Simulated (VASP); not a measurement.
# AlAs (F-43m) in VASP: band structure with HSE06

Aim: the band structure of AlAs with HSE06.

All numbers are computed with VASP 6.6.1; they aren't measurements. Logs are shortened: lines on timing, memory, paths and dates and some standing lists are left out, and cuts for length are marked.

## 1. The structure

Symmetry: F-43m, No. 216, cubic system. The conventional cell has a = 5.675 Å, b = 5.675 Å, c = 5.675 Å, α = 90.00°, β = 90.00°, γ = 90.00°. Al (site symmetry -43m) is surrounded by 4 As at 2.46 Å. Around As (site symmetry -43m) lie 4 Al at 2.46 Å.

## 2. Band structure, HSE06

POSCAR reads:

```
AlAs
1.0
    0.0000000000      2.8372980000      2.8372980000
    2.8372980000      0.0000000000      2.8372980000
    2.8372980000      2.8372980000      0.0000000000
Al As
1 1
Direct
    0.0000000000      0.0000000000      0.0000000000
    0.2500000000      0.2500000000      0.2500000000
```

INCAR.step1 reads:

```
ALGO = Normal
EDIFF = 1E-5
ENCUT = 520
GGA = PE
ISIF = 2
ISMEAR = 0
LASPH = True
LCHARG = False
LREAL = False
LWAVE = True
NELM = 80
PREC = Accurate
SIGMA = 0.02
```

INCAR.step2 reads:

```
ALGO = Normal
EDIFF = 1E-6
ENCUT = 520
GGA = PE
HFSCREEN = 0.2
ISIF = 2
ISMEAR = 0
ISTART = 1
LASPH = True
LCHARG = False
LHFCALC = True
LREAL = False
LWAVE = False
NELM = 80
PREC = Accurate
PRECFOCK = Fast
SIGMA = 0.02
```

KPOINTS reads:

```
k-points
0
Gamma
  6 6 6
```

KPOINTS_OPT reads:

```
path GXWKGLUWLK,UX
8
line-mode
reciprocal
 0.0000000000  0.0000000000  0.0000000000  G
 0.5000000000  0.0000000000  0.5000000000  X

 0.5000000000  0.0000000000  0.5000000000  X
 0.5000000000  0.2500000000  0.7500000000  W

 0.5000000000  0.2500000000  0.7500000000  W
 0.3750000000  0.3750000000  0.7500000000  K

 0.3750000000  0.3750000000  0.7500000000  K
 0.0000000000  0.0000000000  0.0000000000  G

 0.0000000000  0.0000000000  0.0000000000  G
 0.5000000000  0.5000000000  0.5000000000  L

 0.5000000000  0.5000000000  0.5000000000  L
 0.6250000000  0.2500000000  0.6250000000  U

 0.6250000000  0.2500000000  0.6250000000  U
 0.5000000000  0.2500000000  0.7500000000  W

 0.5000000000  0.2500000000  0.7500000000  W
 0.5000000000  0.5000000000  0.5000000000  L

 0.5000000000  0.5000000000  0.5000000000  L
 0.3750000000  0.3750000000  0.7500000000  K

 0.6250000000  0.2500000000  0.6250000000  U
 0.5000000000  0.0000000000  0.5000000000  X
```

Potentials or basis: VASP PAW PBE potentials, release 64 (Al, As).

The run is started by

```
> cat potpaw_PBE.64/Al/POTCAR potpaw_PBE.64/As/POTCAR > POTCAR
> cp INCAR.step1 INCAR
> mpirun -np 1 vasp_std > vasp.out
> cp INCAR.step2 INCAR
> mpirun -np 1 vasp_std > vasp.out
```

OUTCAR:

```text
EDIFF = 1E-6
   ENCUT = 520
   GGA = PE
   HFSCREEN = 0.2
   ISIF = 2
   ISMEAR = 0
   ISTART = 1
   LASPH = True
   LHFCALC = True
   LREAL = False
   NELM = 80
   PREC = Accurate
   PRECFOCK = Fast

 ion  position               nearest neighbor table
   1  0.000  0.000  0.000-   2 2.46   2 2.46   2 2.46   2 2.46
   2  0.250  0.250  0.250-   1 2.46   1 2.46   1 2.46   1 2.46

  LATTYP: Found a face centered cubic cell.
 ALAT       =     5.6745960000

  Lattice vectors:

 A1 = (   0.0000000000,   2.8372980000,   2.8372980000)
 A2 = (   2.8372980000,   0.0000000000,   2.8372980000)
 A3 = (   2.8372980000,   2.8372980000,   0.0000000000)

Analysis of symmetry for initial positions (statically):
=====================================================================
 Subroutine PRICEL returns:
 Original cell was already a primitive cell.

 Routine SETGRP: Setting up the symmetry group for a
 face centered cubic supercell.

 Subroutine GETGRP returns: Found 24 space group operations
 (whereof 24 operations were pure point group operations)
 out of a pool of 48 trial point group operations.

The static configuration has the point symmetry T_d .

Analysis of symmetry for dynamics (positions and initial velocities):
=====================================================================
 Subroutine PRICEL returns:
 Original cell was already a primitive cell.

 Routine SETGRP: Setting up the symmetry group for a
 face centered cubic supercell.

 Subroutine GETGRP returns: Found 24 space group operations
 (whereof 24 operations were pure point group operations)
 out of a pool of 48 trial point group operations.

The dynamic configuration has the point symmetry T_d .

 Subroutine INISYM returns: Found 24 space group operations
 (whereof 24 operations are pure point group operations),
 and found     1 'primitive' translations

----------------------------------------------------------------------------------------

                                     Primitive cell

  volume of cell :      45.6820

  direct lattice vectors                    reciprocal lattice vectors
     0.000000000  2.837298000  2.837298000    -0.176223999  0.176223999  0.176223999
     2.837298000  0.000000000  2.837298000     0.176223999 -0.176223999  0.176223999
     2.837298000  2.837298000  0.000000000     0.176223999  0.176223999 -0.176223999

  length of vectors
     4.012545312  4.012545312  4.012545312     0.305228920  0.305228920  0.305228920

  position of ions in fractional coordinates (direct lattice)
     0.000000000  0.000000000  0.000000000
     0.250000000  0.250000000  0.250000000

  ion indices of the primitive-cell ions
   primitive index   ion index
                 1           1
                 2           2

----------------------------------------------------------------------------------------

 KPOINTS: k-points

Automatic generation of k-mesh.
 Grid dimensions read from file:
 generate k-points for:    6    6    6

 Generating k-lattice:

  Cartesian coordinates                     Fractional coordinates (reciprocal lattice)
    -0.029370667  0.029370667  0.029370667     0.166666667  0.000000000  0.000000000
     0.029370667 -0.029370667  0.029370667     0.000000000  0.166666667  0.000000000
     0.029370667  0.029370667 -0.029370667     0.000000000  0.000000000  0.166666667

  Length of vectors
     0.050871487  0.050871487  0.050871487

  Shift w.r.t. Gamma in fractional coordinates (k-lattice)
     0.000000000  0.000000000  0.000000000

 Subroutine IBZKPT returns following result:
 ===========================================

 Found     16 irreducible k-points:

 Following reciprocal coordinates:
            Coordinates               Weight
  0.000000  0.000000  0.000000      1.000000
  0.166667  0.000000  0.000000      8.000000
  0.333333  0.000000  0.000000      8.000000
  0.500000  0.000000  0.000000      4.000000
  0.166667  0.166667  0.000000      6.000000
  0.333333  0.166667  0.000000     24.000000
[... 8 lines left out ...]
 -0.333333  0.333333  0.166667     24.000000
 -0.333333  0.500000  0.166667     12.000000
   k-points           NKPTS =     16   k-points in BZ     NKDIM =    216   number of bands    NBANDS=      8
   number of dos      NEDOS =    301   number of ions     NIONS =      2
   total plane-waves  NPLWV =  27000
   dimension x,y,z NGX =    30 NGY =   30 NGZ =   30
   dimension x,y,z NGXF=    60 NGYF=   60 NGZF=   60
   ions per type =               1   1
   NGX,Y,Z   is equivalent  to a cutoff of  12.43, 12.43, 12.43 a.u.
   NGXF,Y,Z  is equivalent  to a cutoff of  24.86, 24.86, 24.86 a.u.
 SYSTEM =  unknown system
   PREC   = accura    normal or accurate (medium, high low for compatibility)
   ISTART =      1    job   : 0-new  1-cont  2-samecut
   ICHARG =      0    charge: 1-file 2-atom 10-const
   ISPIN  =      1    spin polarized calculation?
   LNONCOLLINEAR =      F non collinear calculations
   LSORBIT =      F    spin-orbit coupling
   LASPH  =      T    aspherical Exc in radial PAW
   ENCUT  =  520.0 eV  38.22 Ry    6.18 a.u.   7.46  7.46  7.46*2*pi/ulx,y,z
   NELM   =     80;   NELMIN=  2; NELMDL=  0     # of ELM steps
   EDIFF  = 0.1E-05   stopping-criterion for ELM
   LREAL  =      F    real-space projection
   EDIFFG = 0.1E-04   stopping-criterion for IOM
   NSW    =      0    number of steps for IOM
   IBRION =     -1    ionic relax: 0-MD 1-quasi-New 2-CG
   NFREE  =      0    steps in history (QN), initial steepest desc. (CG)
   ISIF   =      2    stress and relaxation
   ISYM   =      3    0-nonsym 1-usesym 2-fastsym
   POTIM  = 0.5000    time-step for ionic-motion
   TEBEG  =    0.0;   TEEND  =   0.0 temperature during run
   PSTRESS=    0.0 pullay stress
   NELECT =       8.0000    total number of electrons
   NUPDOWN=      -1.0000    fix difference up-down
   EMIN   =  10.00;   EMAX   =-10.00  energy-range for DOS
   EFERMI =   0.00;   METHOD = LEGACY
   ISMEAR =     0;   SIGMA  =   0.02  broadening in eV -4-tet -1-fermi 0-gaus
   EFERMI_NEDOS =   21; number of points for ismear=-14 and -15
   IALGO  =     38    algorithm
   IMIX   =      1    mixing-type and parameters
     AMIX     =   0.40;   BMIX     =  1.00
     AMIX_MAG =   1.60;   BMIX_MAG =  1.00
  volume/ion in A,a.u.               =      22.84       154.14
  Fermi-wavevector in a.u.,A,eV,Ry     =   0.915918  1.730834 11.414003  0.838906
  Thomas-Fermi vector in A             =   2.040714
   LORBIT       =      0    0 simple, 1 ext, 2 COOP (PROOUT), +10 PAW based schemes
   GGA     = PE    functional components
   LHFCALC =     T    Hartree Fock is set to
   PRECFOCK=fast      Normal, Fast or Accurate (Low or Medium for compatibility)
   ENCUT4O =  -1.0   cutoff for four orbital integrals eV
   NKREDX  =     1    reduce k-point grid by
   NKREDY  =     1    reduce k-point grid by
   NKREDZ  =     1    reduce k-point grid by
   AEXX    =    0.2500 exact exchange contribution
   HFSCREEN=    0.2000 screening length (either q_TF or 0.3 A-1)
   HFSCREENC=   0.2000 screening length for correlation (either q_TF or 0.3 A-1)
   ENCUTFOCK=  -1.0 apply spherical cutoff to Coloumb kernel
   IVDW    =     0    specifies the selected vdW correction
   LEPSILON=     F    determine dielectric tensor
   LRPA    =     F    only Hartree local field effects (RPA)
 non-spin polarized calculation
 Gauss-broadening in eV      SIGMA  =   0.02
  energy-cutoff  :      520.00
  volume of cell :       45.68
 maximum number of plane-waves:      1247
 NGX is ok and might be reduce to    30
  NGX = 18; NGY = 18; NGZ = 18

 number of electron       8.0000000 magnetization

 Free energy of the ion-electron system (eV)
  ---------------------------------------------------
  ext. energy  EPLUGINS =         0.00000000
  ---------------------------------------------------
  free energy    TOTEN  =       -10.99475511 eV

  energy without entropy =      -10.99475511  energy(sigma->0) =      -10.99475511

 E-fermi :   3.4697     XC(G=0):  -7.5172

 val. band max:        3.3591710519   @ k =   0.0000   0.0000   0.0000
 cond. band min:       5.4757239490   @ k =   0.5000   0.5000   0.0000
 fundamental gap:      2.1165528970
 Fermi energy:         3.4697304163

 k-point     1 :       0.0000    0.0000    0.0000
  band No.  band energies     occupation
      1      -9.6861      2.00000
      2       3.3592      2.00000
      3       3.3592      2.00000
      4       3.3592      2.00000
      5       6.2432      0.00000
      6       8.5116      0.00000
      7       8.5116      0.00000
      8       8.5116      0.00000

 k-point     2 :       0.1667    0.0000    0.0000
  band No.  band energies     occupation
      1      -9.3884      2.00000
      2       1.1525      2.00000
      3       3.0789      2.00000
      4       3.0789      2.00000
      5       7.0050      0.00000
      6       8.9780      0.00000
      7       8.9780      0.00000
      8       9.4489      0.00000

 k-point     3 :       0.3333    0.0000    0.0000
  band No.  band energies     occupation
      1      -8.6322      2.00000
      2      -1.5211      2.00000
      3       2.6413      2.00000
      4       2.6413      2.00000
      5       6.5080      0.00000
      6       9.1169      0.00000
      7       9.1169      0.00000
      8      11.8655      0.00000
[... 122 lines left out ...]
 k-point    15 :      -0.3333    0.3333    0.1667
  band No.  band energies     occupation
      1      -7.6368      2.00000
      2      -2.2470      2.00000
      3      -0.0568      2.00000
      4       1.1887      2.00000
      5       8.0915      0.00000
      6       8.8243      0.00000
      7      11.0732      0.00000
      8      11.7833      0.00000

 k-point    16 :      -0.3333    0.5000    0.1667
  band No.  band energies     occupation
      1      -7.4550      2.00000
      2      -2.3335      2.00000
      3       0.1912      2.00000
      4       0.4770      2.00000
      5       7.2873      0.00000
      6       8.2940      0.00000
      7      11.5394      0.00000
      8      12.2311      0.00000

------------------------ aborting loop because EDIFF is reached ----------------------------------------

  FORCE on cell =-STRESS in cart. coord.  units (eV):
  Direction    XX          YY          ZZ          XY          YZ          ZX
  --------------------------------------------------------------------------------------
  -------------------------------------------------------------------------------------
  Total        0.0226802      0.0226802      0.0226802     -0.0000000      0.0000000     -0.0000000
  in kB        0.7954508      0.7954508      0.7954508     -0.0000000      0.0000000     -0.0000000
  external PRESSURE =       0.7954508 kB  Pullay stress =       0.0000000 kB

 VOLUME and BASIS-vectors are now :
 -----------------------------------------------------------------------------
  energy-cutoff  :      520.00
  volume of cell :       45.68
      direct lattice vectors                 reciprocal lattice vectors
     0.000000000  2.837298000  2.837298000    -0.176223999  0.176223999  0.176223999
     2.837298000  0.000000000  2.837298000     0.176223999 -0.176223999  0.176223999
     2.837298000  2.837298000  0.000000000     0.176223999  0.176223999 -0.176223999

 POSITION                                       TOTAL-FORCE (eV/Angst)
 -----------------------------------------------------------------------------------
      0.00000      0.00000      0.00000        -0.000000     -0.000000     -0.000000
      1.41865      1.41865      1.41865         0.000000      0.000000      0.000000
 -----------------------------------------------------------------------------------
    total drift:                               -0.000000     -0.000000     -0.000000

  FREE ENERGIE OF THE ION-ELECTRON SYSTEM (eV)
  ---------------------------------------------------
  free  energy   TOTEN  =       -10.9947551067 eV

  energy  without entropy=      -10.9947551067  energy(sigma->0) =      -10.99475511
```

Wall time 72 min (1 thread of Intel Xeon Platinum 8175M at 2.50GHz (Skylake/Cascade Lake), shared host); peak memory 0.32 GiB.

Results:

| Quantity | Value |
| --- | --- |
| Free energy | -10.9948 eV |
| Pressure | 0.1 GPa |
| Band gap on the k mesh | 2.12 eV, indirect (least direct gap 2.88 eV) |
| Band gap along the path | 2.12 eV, indirect (least direct gap 2.88 eV) |

Levels at the corners of the path, in eV from the valence-band top:
```
point  band 1  band 2  band 3  band 4  band 5  band 6  band 7  band 8
    Γ  -13.05    0.00    0.00    0.00    2.88    5.15    5.15    5.15
    X  -10.84   -5.96   -2.36   -2.36    2.12    3.01   11.62   11.62
    X  -10.84   -5.96   -2.36   -2.36    2.12    3.01   11.62   11.62
    W  -10.80   -5.58   -3.43   -3.02    5.12    6.62    6.71    6.93
    W  -10.80   -5.58   -3.43   -3.02    5.12    6.62    6.71    6.93
    K  -10.88   -5.67   -3.68   -1.95    2.96    5.84    9.30    9.54
    K  -10.88   -5.67   -3.68   -1.95    2.96    5.84    9.29    9.49
    Γ  -13.05    0.00    0.00    0.00    2.88    5.15    5.15    5.15
    Γ  -13.05    0.00    0.00    0.00    2.88    5.15    5.15    5.15
    L  -11.46   -6.10   -0.90   -0.90    2.91    5.56    5.56    8.71
    L  -11.46   -6.10   -0.90   -0.90    2.91    5.56    5.56    8.71
    U  -10.88   -5.67   -3.68   -1.95    2.96    5.84    9.30    9.53
    U  -10.88   -5.67   -3.68   -1.95    2.96    5.84    9.29    9.55
    W  -10.80   -5.58   -3.43   -3.02    5.12    6.62    6.71    6.93
    W  -10.80   -5.58   -3.43   -3.02    5.12    6.62    6.71    6.93
    L  -11.46   -6.10   -0.90   -0.90    2.91    5.56    5.56    8.71
    L  -11.46   -6.10   -0.90   -0.90    2.91    5.56    5.56    8.71
    K  -10.88   -5.67   -3.68   -1.95    2.96    5.84    9.30    9.48
    U  -10.88   -5.67   -3.68   -1.95    2.96    5.84    9.30    9.49
    X  -10.84   -5.96   -2.36   -2.36    2.12    3.01   11.62   11.62
```

Caveat: the PAW data sets were made with another functional, which shifts forces and pressure a little.
